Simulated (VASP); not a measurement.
# Ta (Im-3m) in VASP: a series of runs

The runs below take Ta through equation of state, with PBEsol.

Everything below comes from runs of VASP 6.6.1. Logs are shortened: lines on timing, memory, paths and dates and some standing lists are left out, and cuts for length are marked.

**Measured values to compare with.**

“Pressure effects on the electronic structure and superconductivity of (TaNb)0.67(HfZrTi)0.33 high entropy alloy”, 2019, arxiv:1910.08312 quotes, for a bulk crystal of Ta: bulk modulus 194 GPa.

How close the calculation comes is told below.

### Step 1. Starting point

Symmetry: Im-3m, No. 229, cubic system. The conventional cell has a = 3.291 Å, b = 3.291 Å, c = 3.291 Å, α = 90.00°, β = 90.00°, γ = 90.00°. Ta (site symmetry m-3m) has 8 Ta at 2.85 Å as nearest neighbours.

### Step 2. Equation of state, PBEsol, 17.11 Å³/atom (a relaxed cell with its volume scaled by 0.96)

Contents of INCAR:

```
ALGO     = Normal         # electronic algorithm
EDIFF    = 1E-7           # SCF threshold, eV
ENCUT    = 520            # plane-wave cutoff, eV
GGA      = PS             # functional
ISIF     = 2              # what is computed and relaxed
ISMEAR   = -1             # smearing method
LASPH    = T              # aspherical terms in the spheres
LCHARG   = F              # write CHGCAR
LREAL    = F              # projectors in reciprocal space
LWAVE    = F              # write WAVECAR
NELM     = 100            # most SCF steps
PREC     = Accurate       # precision mode
SIGMA    = 0.05           # smearing width, eV
```

Contents of KPOINTS:

```
k-points
0
Gamma
  10 10 10
```

Contents of POSCAR:

```
Ta                                      
1.0
   -1.6234215039      1.6234215039      1.6234215039
    1.6234215039     -1.6234215039      1.6234215039
    1.6234215039      1.6234215039     -1.6234215039
  Ta            
     1
Direct
     0.0000000000000000    0.0000000000000000    0.0000000000000000
```

Potentials or basis: VASP PAW PBE potentials, release 64 (Ta_pv).

The run is started by

```console
$ cat potpaw_PBE.64/Ta_pv/POTCAR > POTCAR
$ mpirun -np 1 vasp_std > vasp.out
```

OUTCAR:

```text
EDIFF = 1E-7
   ENCUT = 520
   GGA = PS
   ISIF = 2
   ISMEAR = -1
   LASPH = T
   LREAL = F
   NELM = 100
   PREC = Accurate

 ion  position               nearest neighbor table
   1  0.000  0.000  0.000-

  LATTYP: Found a body centered cubic cell.
 ALAT       =     3.2468430078

  Lattice vectors:

 A1 = (  -1.6234215039,   1.6234215039,   1.6234215039)
 A2 = (   1.6234215039,  -1.6234215039,   1.6234215039)
 A3 = (   1.6234215039,   1.6234215039,  -1.6234215039)

Analysis of symmetry for initial positions (statically):
=====================================================================
 Subroutine PRICEL returns:
 Original cell was already a primitive cell.

 Routine SETGRP: Setting up the symmetry group for a
 body centered cubic supercell.

 Subroutine GETGRP returns: Found 48 space group operations
 (whereof 48 operations were pure point group operations)
 out of a pool of 48 trial point group operations.

The static configuration has the point symmetry O_h .

Analysis of symmetry for dynamics (positions and initial velocities):
=====================================================================
 Subroutine PRICEL returns:
 Original cell was already a primitive cell.

 Routine SETGRP: Setting up the symmetry group for a
 body centered cubic supercell.

 Subroutine GETGRP returns: Found 48 space group operations
 (whereof 48 operations were pure point group operations)
 out of a pool of 48 trial point group operations.

The dynamic configuration has the point symmetry O_h .

 Subroutine INISYM returns: Found 48 space group operations
 (whereof 48 operations are pure point group operations),
 and found     1 'primitive' translations

----------------------------------------------------------------------------------------

                                     Primitive cell

  volume of cell :      17.1141

  direct lattice vectors                    reciprocal lattice vectors
    -1.623421504  1.623421504  1.623421504     0.000000000  0.307991485  0.307991485
     1.623421504 -1.623421504  1.623421504     0.307991485  0.000000000  0.307991485
     1.623421504  1.623421504 -1.623421504     0.307991485  0.307991485  0.000000000

  length of vectors
     2.811848527  2.811848527  2.811848527     0.435565735  0.435565735  0.435565735

  position of ions in fractional coordinates (direct lattice)
     0.000000000  0.000000000  0.000000000

  ion indices of the primitive-cell ions
   primitive index   ion index
                 1           1

----------------------------------------------------------------------------------------

 KPOINTS: k-points

Automatic generation of k-mesh.
 Grid dimensions read from file:
 generate k-points for:   10   10   10

 Generating k-lattice:

  Cartesian coordinates                     Fractional coordinates (reciprocal lattice)
     0.000000000  0.030799149  0.030799149     0.100000000  0.000000000  0.000000000
     0.030799149  0.000000000  0.030799149     0.000000000  0.100000000  0.000000000
     0.030799149  0.030799149  0.000000000     0.000000000  0.000000000  0.100000000

  Length of vectors
     0.043556574  0.043556574  0.043556574

  Shift w.r.t. Gamma in fractional coordinates (k-lattice)
     0.000000000  0.000000000  0.000000000

 Subroutine IBZKPT returns following result:
 ===========================================

 Found     47 irreducible k-points:

 Following reciprocal coordinates:
            Coordinates               Weight
  0.000000  0.000000  0.000000      1.000000
  0.100000  0.000000  0.000000     12.000000
  0.200000  0.000000  0.000000     12.000000
  0.300000  0.000000  0.000000     12.000000
  0.400000  0.000000  0.000000     12.000000
  0.500000  0.000000  0.000000      6.000000
[... 16 lines left out ...]
  0.300000  0.300000  0.100000      8.000000
 -0.300000  0.300000  0.100000     24.000000
 [... further k-points ...]
   k-points           NKPTS =     47   k-points in BZ     NKDIM =     47   number of bands    NBANDS=      9
   number of dos      NEDOS =    301   number of ions     NIONS =      1
   total plane-waves  NPLWV =  13824
   dimension x,y,z NGX =    24 NGY =   24 NGZ =   24
   dimension x,y,z NGXF=    48 NGYF=   48 NGZF=   48
   ions per type =               1
   NGX,Y,Z   is equivalent  to a cutoff of  14.19, 14.19, 14.19 a.u.
   NGXF,Y,Z  is equivalent  to a cutoff of  28.38, 28.38, 28.38 a.u.
 SYSTEM =  unknown system
   PREC   = accura    normal or accurate (medium, high low for compatibility)
   ISTART =      0    job   : 0-new  1-cont  2-samecut
   ICHARG =      2    charge: 1-file 2-atom 10-const
   ISPIN  =      1    spin polarized calculation?
   LNONCOLLINEAR =      F non collinear calculations
   LSORBIT =      F    spin-orbit coupling
   LASPH  =      T    aspherical Exc in radial PAW
   ENCUT  =  520.0 eV  38.22 Ry    6.18 a.u.   5.23  5.23  5.23*2*pi/ulx,y,z
   NELM   =    100;   NELMIN=  2; NELMDL= -5     # of ELM steps
   EDIFF  = 0.1E-06   stopping-criterion for ELM
   LREAL  =      F    real-space projection
   EDIFFG = 0.1E-05   stopping-criterion for IOM
   NSW    =      0    number of steps for IOM
   IBRION =     -1    ionic relax: 0-MD 1-quasi-New 2-CG
   NFREE  =      0    steps in history (QN), initial steepest desc. (CG)
   ISIF   =      2    stress and relaxation
   ISYM   =      2    0-nonsym 1-usesym 2-fastsym
   POTIM  = 0.5000    time-step for ionic-motion
   TEBEG  =    0.0;   TEEND  =   0.0 temperature during run
   PSTRESS=    0.0 pullay stress
   NELECT =      11.0000    total number of electrons
   NUPDOWN=      -1.0000    fix difference up-down
   EMIN   =  10.00;   EMAX   =-10.00  energy-range for DOS
   EFERMI =   0.00;   METHOD = LEGACY
   ISMEAR =    -1;   SIGMA  =   0.05  broadening in eV -4-tet -1-fermi 0-gaus
   EFERMI_NEDOS =   21; number of points for ismear=-14 and -15
   IALGO  =     38    algorithm
   IMIX   =      4    mixing-type and parameters
     AMIX     =   0.40;   BMIX     =  1.00
     AMIX_MAG =   1.60;   BMIX_MAG =  1.00
  volume/ion in A,a.u.               =      17.11       115.49
  Fermi-wavevector in a.u.,A,eV,Ry     =   1.412823  2.669848 27.158167  1.996069
  Thomas-Fermi vector in A             =   2.534532
   LORBIT       =      0    0 simple, 1 ext, 2 COOP (PROOUT), +10 PAW based schemes
   GGA     = PS    functional components
   LHFCALC =     F    Hartree Fock is set to
   AEXX    =    0.0000 exact exchange contribution
   IVDW    =     0    specifies the selected vdW correction
   LEPSILON=     F    determine dielectric tensor
   LRPA    =     F    only Hartree local field effects (RPA)
 non-spin polarized calculation
  energy-cutoff  :      520.00
  volume of cell :       17.11
 maximum number of plane-waves:       474
 NGX is ok and might be reduce to    24
   NGX = 11   NGY = 11   NGZ = 11

 number of electron      10.9999999 magnetization

 Free energy of the ion-electron system (eV)
  ---------------------------------------------------
  ext. energy  EPLUGINS =         0.00000000
  ---------------------------------------------------
  free energy    TOTEN  =       -12.52940475 eV

  energy without entropy =      -12.51817647  energy(sigma->0) =      -12.52379061

 E-fermi :   5.7529     XC(G=0): -12.9968

 val. band max:        5.6238725864   @ k =   0.3000   0.1000   0.1000
 cond. band min:       5.7573382924   @ k =   0.1000   0.1000   0.0000
 fundamental gap:      0.1334657060
 Fermi energy:         5.7529128723

 k-point     1 :       0.0000    0.0000    0.0000
  band No.  band energies     occupation
      1     -27.1058      2.00000
      2     -27.1058      2.00000
      3     -27.1058      2.00000
      4      -2.3811      2.00000
      5       6.4416      0.00000
      6       6.4416      0.00000
      7       6.4416      0.00000
      8       9.9017      0.00000
      9       9.9017      0.00000

 k-point     2 :       0.1000    0.0000    0.0000
  band No.  band energies     occupation
      1     -27.2515      2.00000
      2     -27.1500      2.00000
      3     -27.1068      2.00000
      4      -1.9113      2.00000
      5       6.1411      0.00085
      6       6.3341      0.00002
      7       6.9090      0.00000
      8       9.4672      0.00000
      9       9.9052      0.00000

 k-point     3 :       0.2000    0.0000    0.0000
  band No.  band energies     occupation
      1     -27.6185      2.00000
      2     -27.2641      2.00000
      3     -27.1094      2.00000
      4      -0.6896      2.00000
      5       5.4456      1.99573
      6       5.8507      0.24768
      7       8.2631      0.00000
      8       9.1592      0.00000
      9       9.9894      0.00000

 k-point     4 :       0.3000    0.0000    0.0000
  band No.  band energies     occupation
      1     -28.0469      2.00000
      2     -27.4019      2.00000
      3     -27.1128      2.00000
      4       0.6136      2.00000
      5       4.7162      2.00000
      6       5.5993      1.91150
      7       9.5206      0.00000
      8      10.2625      0.00000
      9      10.3406      0.00000
[... 205 lines left out ...]
 k-point    22 :      -0.2000    0.2000    0.1000
  band No.  band energies     occupation
      1     -27.6211      2.00000
      2     -27.3110      2.00000
      3     -27.2198      2.00000
      4      -0.2657      2.00000
      5       5.8433      0.28160
      6       5.9472      0.04028
      7       7.8110      0.00000
      8       8.0977      0.00000
      9      10.7853      0.00000

 k-point    23 :       0.3000    0.3000    0.1000
  band No.  band energies     occupation
      1     -27.9984      2.00000
      2     -27.9984      2.00000
      3     -27.4104      2.00000
      4       3.3201      2.00000
      5       4.8178      2.00000
      6       4.8178      2.00000
      7      10.8446      0.00000
      8      10.8446      0.00000
      9      14.2505      0.00000

 k-point    24 :      -0.3000    0.3000    0.1000
  band No.  band energies     occupation
      1     -28.0273      2.00000
      2     -27.4510      2.00000
      3     -27.2182      2.00000
      4       1.0320      2.00000
      5       5.1616      1.99999
      6       5.3113      1.99971
      7       8.3887      0.00000
      8      10.1747      0.00000
      9      10.9723      0.00000

 [... further k-points ...]

------------------------ aborting loop because EDIFF is reached ----------------------------------------

  FORCE on cell =-STRESS in cart. coord.  units (eV):
  Direction    XX          YY          ZZ          XY          YZ          ZX
  --------------------------------------------------------------------------------------
  -------------------------------------------------------------------------------------
  Total        1.0017595      1.0017595      1.0017595     -0.0000000      0.0000000     -0.0000000
  in kB       93.7821473     93.7821473     93.7821473     -0.0000000      0.0000000     -0.0000000
  external PRESSURE =      93.7821473 kB  Pullay stress =       0.0000000 kB

 VOLUME and BASIS-vectors are now :
 -----------------------------------------------------------------------------
  energy-cutoff  :      520.00
  volume of cell :       17.11
      direct lattice vectors                 reciprocal lattice vectors
    -1.623421504  1.623421504  1.623421504     0.000000000  0.307991485  0.307991485
     1.623421504 -1.623421504  1.623421504     0.307991485  0.000000000  0.307991485
     1.623421504  1.623421504 -1.623421504     0.307991485  0.307991485  0.000000000

 POSITION                                       TOTAL-FORCE (eV/Angst)
 -----------------------------------------------------------------------------------
      0.00000      0.00000      0.00000         0.000000      0.000000     -0.000000
 -----------------------------------------------------------------------------------
    total drift:                               -0.000000     -0.000000      0.000000

  FREE ENERGIE OF THE ION-ELECTRON SYSTEM (eV)
  ---------------------------------------------------
  free  energy   TOTEN  =       -12.5294047455 eV

  energy  without entropy=      -12.5181764691  energy(sigma->0) =      -12.52379061
```

It took 8.6 s on 1 thread of AMD EPYC 7R13 (Zen 3), shared host; peak memory 0.11 GiB.

What came out:

| Item | Value |
| --- | --- |
| Free energy | -12.5294 eV |
| Pressure | 9.4 GPa |
| Band gap on the k mesh | none (metal or under the smearing width) |

Caveat: the PAW data sets were made with another functional, which shifts forces and pressure a little.

### Step 3. Equation of state, PBEsol, 17.47 Å³/atom (a relaxed cell with its volume scaled by 0.98)

INCAR is that of step 2.

KPOINTS is that of step 2.

Contents of POSCAR:

```
Ta                                      
1.0
   -1.6346178681      1.6346178681      1.6346178681
    1.6346178681     -1.6346178681      1.6346178681
    1.6346178681      1.6346178681     -1.6346178681
  Ta            
     1
Direct
     0.0000000000000000    0.0000000000000000    0.0000000000000000
```

Potentials or basis: VASP PAW PBE potentials, release 64 (Ta_pv).

The run is started by

```console
$ cat potpaw_PBE.64/Ta_pv/POTCAR > POTCAR
$ mpirun -np 1 vasp_std > vasp.out
```

Run time: 9.3 s. Hardware: 1 thread of AMD EPYC 7R13 (Zen 3), shared host; peak memory 0.11 GiB.

It converged, with:

```yaml
Free_energy: -12.5448 eV
Pressure: 4.5 GPa
Band_gap_on_the_k_mesh: none (metal or under the smearing width)
```

Caveat: the PAW data sets were made with another functional, which shifts forces and pressure a little.

### Step 4. Equation of state, PBEsol, 17.83 Å³/atom

INCAR is that of step 3.

KPOINTS is that of step 3.

Contents of POSCAR:

```
Ta                                      
1.0
   -1.6456629184      1.6456629184      1.6456629184
    1.6456629184     -1.6456629184      1.6456629184
    1.6456629184      1.6456629184     -1.6456629184
  Ta            
     1
Direct
     0.0000000000000000    0.0000000000000000    0.0000000000000000
```

The run is started by

```console
$ cat potpaw_PBE.64/Ta_pv/POTCAR > POTCAR
$ mpirun -np 1 vasp_std > vasp.out
```

Run time: 8.3 s. Hardware: 1 thread of AMD EPYC 7R13 (Zen 3), shared host; peak memory 0.11 GiB.

The run converged. Its results:

```yaml
Free_energy: -12.5498 eV
Pressure: 0.0 GPa
Band_gap_on_the_k_mesh: none (metal or under the smearing width)
```

Caveat: the PAW data sets were made with another functional, which shifts forces and pressure a little.

### Step 5. Equation of state, PBEsol, 18.18 Å³/atom (a relaxed cell with its volume scaled by 1.02)

INCAR is that of step 4.

KPOINTS is that of step 4.

Contents of POSCAR:

```
Ta                                      
1.0
   -1.6565616660      1.6565616660      1.6565616660
    1.6565616660     -1.6565616660      1.6565616660
    1.6565616660      1.6565616660     -1.6565616660
  Ta            
     1
Direct
     0.0000000000000000    0.0000000000000000    0.0000000000000000
```

The run is started by

```console
$ cat potpaw_PBE.64/Ta_pv/POTCAR > POTCAR
$ mpirun -np 1 vasp_std > vasp.out
```

It took 7.9 s on 1 thread of AMD EPYC 7R13 (Zen 3), shared host; peak memory 0.11 GiB.

Results (log left out):

```yaml
Free_energy: -12.5452 eV
Pressure: -4.1 GPa
Band_gap_on_the_k_mesh: none (metal or under the smearing width)
```

Caveat: the PAW data sets were made with another functional, which shifts forces and pressure a little.

### Step 6. Equation of state, PBEsol, 18.54 Å³/atom (a relaxed cell with its volume scaled by 1.04)

INCAR is that of step 5.

KPOINTS is that of step 5.

Contents of POSCAR:

```
Ta                                      
1.0
   -1.6673188613      1.6673188613      1.6673188613
    1.6673188613     -1.6673188613      1.6673188613
    1.6673188613      1.6673188613     -1.6673188613
  Ta            
     1
Direct
     0.0000000000000000    0.0000000000000000    0.0000000000000000
```

Potentials or basis: VASP PAW PBE potentials, release 64 (Ta_pv).

The run is started by

```console
$ cat potpaw_PBE.64/Ta_pv/POTCAR > POTCAR
$ mpirun -np 1 vasp_std > vasp.out
```

Run time: 8.7 s. Hardware: 1 thread of AMD EPYC 7R13 (Zen 3), shared host; peak memory 0.11 GiB.

Results (log left out):

```
Free energy            : -12.5319 eV
Pressure               : -7.9 GPa
Band gap on the k mesh : none (metal or under the smearing width)
```

Caveat: the PAW data sets were made with another functional, which shifts forces and pressure a little.

### Step 7. Equation of state, PBEsol

This step only gathers the single runs of the series.

Results:

```
Equilibrium volume                      : 17.83 Å³/atom
Bulk modulus                            : 214 GPa
Pressure derivative of the bulk modulus : 3.6 (rough: it moves with the points fitted)
```

Energy against volume, from the lowest point:
```tsv
volume (Å³/atom)	energy (meV/atom)
17.114	20.38
17.471	4.95
17.827	0.00
18.184	4.59
18.540	17.90
```

Caveat: the PAW data sets were made with another functional, which shifts forces and pressure a little. Spin-orbit coupling is left out, which matters for the levels of Ta.

### Step 8. Comparison with measurements

Step 7. Against the measured bulk modulus of Ta, 194 GPa (quoted in “Pressure effects on the electronic structure and superconductivity of (TaNb)0.67(HfZrTi)0.33 high entropy alloy”, 2019, arxiv:1910.08312), the calculated 214 GPa is off by +10.5 %. The fit is for a static lattice scaled at fixed shape and fixed fractional positions.
